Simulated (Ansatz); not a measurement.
```
CELL_PARAMETERS angstrom
0.00000 2.79809 2.79809
2.79809 0.00000 2.79809
2.79809 2.79809 0.00000
ATOMIC_POSITIONS crystal
Ca 0.00000 0.00000 0.00000
Se 0.50000 0.50000 0.50000
```

RPA correlation and exact exchange on PBE orbitals, hard PAW set made for 700 eV (Ansatz); 4×4×4 mesh, wave cutoff 700 eV, correlation extrapolated to infinite response cutoff from cutoffs up to 280 eV, 26 electrons, all correlated, 300 empty bands, long-wavelength term: optical limit. The band count ends below the top response cutoff.

The cell is then scaled evenly to 1.128 times this volume.

Energy change of the cell: PBE -0.288 eV (mean pressure +8.2 GPa).

(1) What change follows for the Hartree-Fock expression on these orbitals, RPA correlation and the RPA total?

Results:

(1) The Hartree-Fock expression on these orbitals: -0.562 eV (mean pressure +16.1 GPa). RPA correlation: +0.353 eV (mean pressure -10.1 GPa). The RPA total: -0.209 eV (mean pressure +6.0 GPa).

This ran on a trial build of the method. The cell is a model at fixed atoms and needn't be the relaxed known crystal. Spin-orbit coupling is left out. The correlation step scatters with the plane-wave count, here by about 0.03 eV. The mesh is coarse, so these steps aren't converged.
